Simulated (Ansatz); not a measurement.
CuI (Marshite):

```
I Cu
1.0
     0.00000    3.03150    3.03150
     3.03150    0.00000    3.03150
     3.03150    3.03150    0.00000
I Cu
1 1
Cartesian
  0.0000 0.0000 0.0000
  1.5157 1.5157 1.5157
```

The cell isn't the ideal one: another cell of the same crystal, with 2 atoms.

Base run:

| Quantity | Value |
| --- | --- |
| Program | Ansatz 0.2.0 |
| Functional | PBEsol |
| Potentials or basis | Ansatz PAW |
| Cutoff | 420 eV (not typed: the program's choice for these potentials) |
| k mesh | 8 × 8 × 8 |
| Occupations | gaussian, width 0.02 eV |
| Spin | no spin polarisation |

Its results: band gap on the k mesh 1.01 eV, direct; pressure -2.6 GPa.

**Question.** The run is repeated on the same cell with these changes: functional from PBEsol to RPBE; occupations from gaussian, width 0.02 eV to gaussian, width 0.1 eV. What comes out?

**Answer.** Band gap on the k mesh 1.26 eV, direct; pressure 2.4 GPa.

Caveats: spin-orbit coupling is left out, which moves the levels of the heavy elements; the PAW data sets come from PBE, with cores solved anew for the run's functional, which leaves a small shift of forces and pressure.

